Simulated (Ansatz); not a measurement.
Crystal: As.

```xyz
2
Lattice="1.8808 1.0859 3.5141 -1.8808 1.0859 3.5141 0.0000 -2.1718 3.5141" Properties=species:S:1:pos:R:3 pbc="T T T"
As    0.0000    0.0000    2.3825
As    0.0000    0.0000    8.1597
```

| Item | Value |
| --- | --- |
| Program | Ansatz 0.2.0 |
| Task | single point |
| Functional | PBEsol |
| Potentials or basis | all-electron LAPW, scalar-relativistic |
| Cutoff | 291 eV (chosen from the basis error) |
| Basis error allowed | 0.001 eV/atom |
| k mesh | 9 × 9 × 9 |
| Occupations | fermi-dirac, width 0.05 eV |
| Spin | no spin polarisation |

On this cell: pressure 0.3 GPa; largest force 0.368 eV/Å; band gap on the k mesh none (metal or under the smearing width).

The same run follows on a disturbed copy (atoms moved at random, drawn with an rms of 0.05 Å):

```
CELL_PARAMETERS angstrom
1.88080 1.08588 3.51406
-1.88080 1.08588 3.51406
0.00000 -2.17176 3.51406
ATOMIC_POSITIONS crystal
As 0.21182 0.22474 0.23282
As 0.77552 0.77550 0.76813
```

Q: What does the disturbed cell give?

A: The energy (extrapolated to zero smearing) moves by +8.8 meV/atom; pressure 0.9 GPa; largest force 0.653 eV/Å; band gap on the k mesh none (metal or under the smearing width).

Forces in eV/Å, atoms in the order of the input:
```
As   0.125  0.280  0.576
As  -0.125 -0.280 -0.576
```

Stress tensor (GPa, compression positive):
```
 0.50 -0.21  0.61
-0.21  1.61  1.31
 0.61  1.31  0.52
```
